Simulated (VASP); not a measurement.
# GaP (R-3m) in VASP: further runs

The runs below take GaP through single point, with PBE.

Everything below comes from runs of VASP 6.6.1. Logs are shortened: lines on timing, memory, paths and dates and some standing lists are left out, and cuts for length are marked.

## 1. The crystal as given

The structure is trigonal, space group R-3m (No. 166). The conventional cell has a = 3.886 Å, b = 3.886 Å, c = 19.292 Å, α = 90.00°, β = 90.00°, γ = 120.00°. Ga (site symmetry 3m) is surrounded by 3 P at 2.40 Å and 1 Ga at 2.49 Å. P (site symmetry 3m) has 1 P at 2.21 Å and 3 Ga at 2.40 Å as nearest neighbours.

Measurements of this composition are mostly on another form, of space group No. 216.

## 2. Single point, PBE

File INCAR:

```
SYSTEM = GaP
ADDGRID = .FALSE. ; ALGO = Normal
EDIFF = 1E-6 ; ENCUT = 900
GGA = PE ; ISIF = 2
ISMEAR = 0 ; LASPH = .TRUE.
LCHARG = .FALSE. ; LREAL = .FALSE.
LWAVE = .FALSE. ; NELM = 100
PREC = Accurate ; SIGMA = 0.05
```

File KPOINTS:

```
k-points
0
G
  4 4 4
  0 0 0
```

File POSCAR:

```
GaP
1.0
    1.9430151755      1.1218003346      6.4308101003
   -1.9430151755      1.1218003346      6.4308101003
    0.0000000000     -2.2436006692      6.4308101003
Ga P
2 2
Direct
    0.5646280000      0.5646280000      0.5646280000
    0.4353720000      0.4353720000      0.4353720000
    0.9426110000      0.9426110000      0.9426110000
    0.0573890000      0.0573890000      0.0573890000
```

Potentials or basis: VASP PAW PBE potentials, release 64 (Ga_d, P).

Started as:

```bash
> cat potpaw_PBE.64/Ga_d/POTCAR potpaw_PBE.64/P/POTCAR > POTCAR
> mpirun -np 1 vasp_std > vasp.out
```

OUTCAR:

```text
SYSTEM = GaP
   EDIFF = 1E-6
   ENCUT = 900
   GGA = PE
   ISIF = 2
   ISMEAR = 0
   LASPH = .TRUE.
   LREAL = .FALSE.
   NELM = 100
   PREC = Accurate

 Found     13 irreducible k-points:

 Following reciprocal coordinates:
            Coordinates               Weight
  0.000000  0.000000  0.000000      1.000000
  0.250000  0.000000  0.000000      6.000000
  0.500000  0.000000  0.000000      3.000000
  0.250000  0.250000  0.000000      6.000000
  0.500000  0.250000 -0.000000     12.000000
 -0.250000  0.250000  0.000000      6.000000
   k-points           NKPTS =     13   k-points in BZ     NKDIM =     13   number of bands    NBANDS=     22
   number of dos      NEDOS =    301   number of ions     NIONS =      4
   total plane-waves  NPLWV = 343000
   dimension x,y,z NGX =    70 NGY =   70 NGZ =   70
   dimension x,y,z NGXF=   140 NGYF=  140 NGZF=  140
   ions per type =               2   2
   NGX,Y,Z   is equivalent  to a cutoff of  17.09, 17.09, 17.09 a.u.
   NGXF,Y,Z  is equivalent  to a cutoff of  34.17, 34.17, 34.17 a.u.
 SYSTEM =  GaP
   PREC   = accura    normal or accurate (medium, high low for compatibility)
   ISTART =      0    job   : 0-new  1-cont  2-samecut
   ICHARG =      2    charge: 1-file 2-atom 10-const
   ISPIN  =      1    spin polarized calculation?
   LNONCOLLINEAR =      F non collinear calculations
   LSORBIT =      F    spin-orbit coupling
   LASPH  =      T    aspherical Exc in radial PAW
   ENCUT  =  900.0 eV  66.15 Ry    8.13 a.u.  16.66 16.66 16.66*2*pi/ulx,y,z
   NELM   =    100;   NELMIN=  2; NELMDL= -5     # of ELM steps
   EDIFF  = 0.1E-05   stopping-criterion for ELM
[... 18 lines left out ...]
     AMIX     =   0.40;   BMIX     =  1.00
     AMIX_MAG =   1.60;   BMIX_MAG =  1.00
  volume/ion in A,a.u.               =      21.03       141.89
  Fermi-wavevector in a.u.,A,eV,Ry     =   1.233785  2.331515 20.711129  1.522225
  Thomas-Fermi vector in A             =   2.368501
   LORBIT       =      0    0 simple, 1 ext, 2 COOP (PROOUT), +10 PAW based schemes
   GGA     = PE    functional components
[... 5 lines left out ...]
 non-spin polarized calculation
 Gauss-broadening in eV      SIGMA  =   0.05
  energy-cutoff  :      900.00
  volume of cell :       84.10
 maximum number of plane-waves:      5215
 NGX is ok and might be reduce to    70
   NGX = 33   NGY = 33   NGZ = 33

 number of electron      36.0000001 magnetization

 Free energy of the ion-electron system (eV)
  ---------------------------------------------------
  ext. energy  EPLUGINS =         0.00000000
  ---------------------------------------------------
  free energy    TOTEN  =       -17.59862640 eV

  energy without entropy =      -17.59862640  energy(sigma->0) =      -17.59862640

 E-fermi :   4.8928     XC(G=0):  -9.6543

 val. band max:        4.6409512605   @ k =   0.0000   0.0000   0.0000
 cond. band min:       5.4684326438   @ k =   0.5000   0.5000   0.0000
 fundamental gap:      0.8274813833
 Fermi energy:         4.8928321904

 k-point     1 :       0.0000    0.0000    0.0000
  band No.  band energies     occupation
      1     -10.1457      2.00000
      2     -10.0183      2.00000
      3     -10.0183      2.00000
      4     -10.0027      2.00000
      5     -10.0027      2.00000
      6      -9.9525      2.00000
[... 14 lines left out ...]
     21       7.3773      0.00000
     22       8.2967      0.00000

 k-point     2 :       0.2500    0.0000    0.0000
  band No.  band energies     occupation
      1     -10.1356      2.00000
      2     -10.0741      2.00000
      3     -10.0294      2.00000
      4     -10.0139      2.00000
      5      -9.9810      2.00000
      6      -9.9624      2.00000
[... 14 lines left out ...]
     21       7.5943      0.00000
     22       9.5655      0.00000

 k-point     3 :       0.5000    0.0000    0.0000
  band No.  band energies     occupation
      1     -10.1285      2.00000
      2     -10.1192      2.00000
      3     -10.0476      2.00000
      4     -10.0119      2.00000
      5      -9.9730      2.00000
      6      -9.9593      2.00000
[... 14 lines left out ...]
     21       8.2678      0.00000
     22       9.1242      0.00000

 k-point     4 :       0.2500    0.2500    0.0000
  band No.  band energies     occupation
      1     -10.1353      2.00000
      2     -10.0631      2.00000
      3     -10.0376      2.00000
      4     -10.0166      2.00000
      5      -9.9803      2.00000
      6      -9.9623      2.00000
[... 14 lines left out ...]
     21       8.2830      0.00000
     22       8.8519      0.00000

 k-point     5 :       0.5000    0.2500   -0.0000
  band No.  band energies     occupation
      1     -10.1227      2.00000
      2     -10.1020      2.00000
      3     -10.0566      2.00000
      4     -10.0085      2.00000
      5      -9.9877      2.00000
      6      -9.9487      2.00000
[... 14 lines left out ...]
     21       8.3909      0.00000
     22       9.3845      0.00000

 k-point     6 :      -0.2500    0.2500    0.0000
  band No.  band energies     occupation
      1     -10.1276      2.00000
      2     -10.1018      2.00000
      3     -10.0539      2.00000
      4     -10.0083      2.00000
      5      -9.9873      2.00000
      6      -9.9487      2.00000
[... 14 lines left out ...]
     21       9.0706      0.00000
     22       9.6132      0.00000

 [... further k-points ...]

------------------------ aborting loop because EDIFF is reached ----------------------------------------

  FORCE on cell =-STRESS in cart. coord.  units (eV):
  Direction    XX          YY          ZZ          XY          YZ          ZX
  --------------------------------------------------------------------------------------
  -------------------------------------------------------------------------------------
  Total        0.2617238      0.2617238     -0.1737896      0.0000000     -0.0000000      0.0000000
  in kB        4.9859170      4.9859170     -3.3107439      0.0000000     -0.0000000      0.0000000
  external PRESSURE =       2.2203634 kB  Pullay stress =       0.0000000 kB

 VOLUME and BASIS-vectors are now :
 -----------------------------------------------------------------------------
  energy-cutoff  :      900.00
  volume of cell :       84.10
      direct lattice vectors                 reciprocal lattice vectors
     1.943015176  1.121800335  6.430810100     0.257332010  0.148570705  0.051833801
    -1.943015176  1.121800335  6.430810100    -0.257332010  0.148570705  0.051833801
     0.000000000 -2.243600669  6.430810100     0.000000000 -0.297141410  0.051833801

 POSITION                                       TOTAL-FORCE (eV/Angst)
 -----------------------------------------------------------------------------------
      0.00000      0.00000     10.89305         0.000000     -0.000000     -0.045561
      0.00000      0.00000      8.39938         0.000000      0.000000      0.045561
      0.00000      0.00000     18.18526         0.000000      0.000000     -0.003631
      0.00000      0.00000      1.10717         0.000000      0.000000      0.003631
 -----------------------------------------------------------------------------------
    total drift:                                0.000000     -0.000000      0.000000

  FREE ENERGIE OF THE ION-ELECTRON SYSTEM (eV)
  ---------------------------------------------------
  free  energy   TOTEN  =       -17.5986263997 eV

  energy  without entropy=      -17.5986263997  energy(sigma->0) =      -17.59862640
```

It took 2 min on 1 thread of Intel Xeon Platinum 8488C (Sapphire Rapids), shared host; peak memory 0.65 GiB.

The run converged, but some of its settings lie outside the range that counts as converged, so its numbers aren't taken as properties of the crystal.

Results:

- Free energy: -17.5986 eV
- Pressure: 0.2 GPa
- Largest force: 0.046 eV/Å
- Band gap on the k mesh: 0.83 eV, indirect (least direct gap 1.12 eV)

Caveat: the k mesh is coarse (spacing up to 0.47 Å⁻¹), so the values aren't converged.

[end of part 1 of 2]
